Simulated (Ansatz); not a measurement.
Ge: rattling a relaxed structure

The cell was found from a structure generator's guess, not taken from experiment.

Theory: Ansatz, DFT PBE, scalar-relativistic, plane waves, PAW. Settings: cutoff 420 eV, Γ-centred mesh 24×24×24 on the computed 1-atom cell, Gaussian smearing of 0.10 eV; no spin polarisation.

The cell below (1 atom, space group I4/mmm (No. 139)) is relaxed within its symmetry.

```cif
data_structure
_symmetry_space_group_name_H-M 'P 1'
_symmetry_Int_Tables_number 1
_cell_length_a 2.9473
_cell_length_b 2.9473
_cell_length_c 2.9473
_cell_angle_alpha 113.883
_cell_angle_beta 113.883
_cell_angle_gamma 100.967
_cell_volume 19.39
loop_
_atom_site_label
_atom_site_type_symbol
_atom_site_fract_x
_atom_site_fract_y
_atom_site_fract_z
_atom_site_occupancy
Ge1 Ge 0.50000 0.50000 0.00000 1
```

For the test a repeat of it with 4 atoms (edges 2.95, 5.42, 5.42 Å) was strained at random (σ = 1.5 % a component), the atoms were moved at random (σ = 0.10 Å), and all was relaxed again on a coarse 8×4×4 mesh (in the run’s order of axes) with 0.20 eV smearing, with no symmetry imposed.

Question: What happens?

Answer: It doesn't return. The energy falls by 76 meV/atom on that mesh, the volume changes by -0.5 %, and the end has space group P6/mmm (No. 191) at a loose tolerance. Relaxed again on a 24×24×20 mesh with 0.10 eV smearing, the new structure lies 85 meV/atom below the first (mesh in the axes of the run's cell; the cell below is made exact in the group named). Space group P6/mmm (No. 191), hexagonal, a = 2.879 Å, c = 2.694 Å. Around Ge lie 2 Ge at 2.69 Å and 6 Ge at 2.88 Å.

```cif
data_structure
_symmetry_space_group_name_H-M 'P 1'
_symmetry_Int_Tables_number 1
_cell_length_a 2.8788
_cell_length_b 2.8788
_cell_length_c 2.6935
_cell_angle_alpha 90.000
_cell_angle_beta 90.000
_cell_angle_gamma 120.000
_cell_volume 19.33
loop_
_atom_site_label
_atom_site_type_symbol
_atom_site_fract_x
_atom_site_fract_y
_atom_site_fract_z
_atom_site_occupancy
Ge1 Ge 0.00000 0.00000 0.50000 1
```
